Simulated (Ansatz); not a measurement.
# SnO2 (Fm-3m), an elastic constant from a strain scan

The calculation used DFT PBE, scalar-relativistic, plane waves, PAW in Ansatz 0.2.0. The runs took a 420 eV cutoff, a Γ-centred 16×16×16 mesh and Gaussian smearing (0.15 eV). No spin polarisation. Energies are free energies at this smearing, counted from the undisturbed cell; pressure is positive in compression.

The starting cell (relaxed at this level; this fluorite-type form isn't the usual structure):

```xyz
3
Lattice="0.0000 2.5717 2.5717 2.5717 0.0000 2.5717 2.5717 2.5717 0.0000" Properties=species:S:1:pos:R:3 pbc="T T T"
Sn    0.0000    0.0000    0.0000
O     1.2858    1.2858    1.2858
O     3.8575    3.8575    3.8575
```

The cell is strained by ε times the Voigt pattern (0, 0, 0, 0, 0, 1) (xx, yy, zz, yz, xz, xy; engineering shear) with fractional coordinates fixed. The cell holds 3 atoms in V0 = 34.01 Å³. The stress column is τ = (1/V0) dE/dε, got from the stress tensor σ (compression positive) at each point as −det(1 + εP) σ : P(1 + εP)⁻¹, with P the pattern as a tensor.

| ε | ΔE (meV/atom) | τ (GPa) |
| --- | --- | --- |
| -0.0175 | 0.143 | -0.218 |
| -0.0150 | 0.108 | -0.186 |
| -0.0100 | 0.056 | -0.124 |
| -0.0050 | 0.023 | -0.062 |
| 0.0000 | 0.000 | 0.000 |
| 0.0050 | 0.023 | 0.062 |
| 0.0100 | 0.056 | 0.124 |
| 0.0150 | 0.108 | 0.186 |
| 0.0175 | 0.143 | 0.218 |
| 0.0200 | ? | ? |

Problem. Which combination of elastic constants does this scan measure, and how large is it?

Solution. For small ε, τ = τ0 + Kε with K = pᵀCp, which for this pattern is C44 in the cubic axes. The parabola through τ at ε = -0.0050, 0 and 0.0050 has slope K = 12.3 GPa at zero. The energies per cell, E = NΔE, of the wider pair ε = ±0.0175 give K = 2[E(ε₊)/ε₊ − E(ε₋)/ε₋]/[(ε₊ − ε₋)V0] = 13.2 GPa; energies this small carry numerical noise (the number of plane waves changes with the cell), and higher-order terms add over long steps. These are clamped-ion values.

Problem. Predict the withheld row at ε = 0.0200 from the harmonic law, and compare.

Solution. ΔE = V0(τ0 ε + Kε²/2)/N = 0.175 meV/atom and τ = 0.25 GPa. The calculation gives 0.187 meV/atom and 0.25 GPa: the energy lies 7 % above the harmonic value, while the stress keeps to the line, so the miss is numerical noise in the energies.

Forces appear on the atoms along this scan, and letting them relax would lower the energy and soften the response. No gap shows at this level, though a semilocal functional can close a small gap that the real compound has; without a gap these slopes depend on the k mesh and the smearing.

Cost: 6 runs of about 1.5 core-minutes in all, on Intel Xeon Platinum 8259CL (Skylake/Cascade Lake) (shared hosts).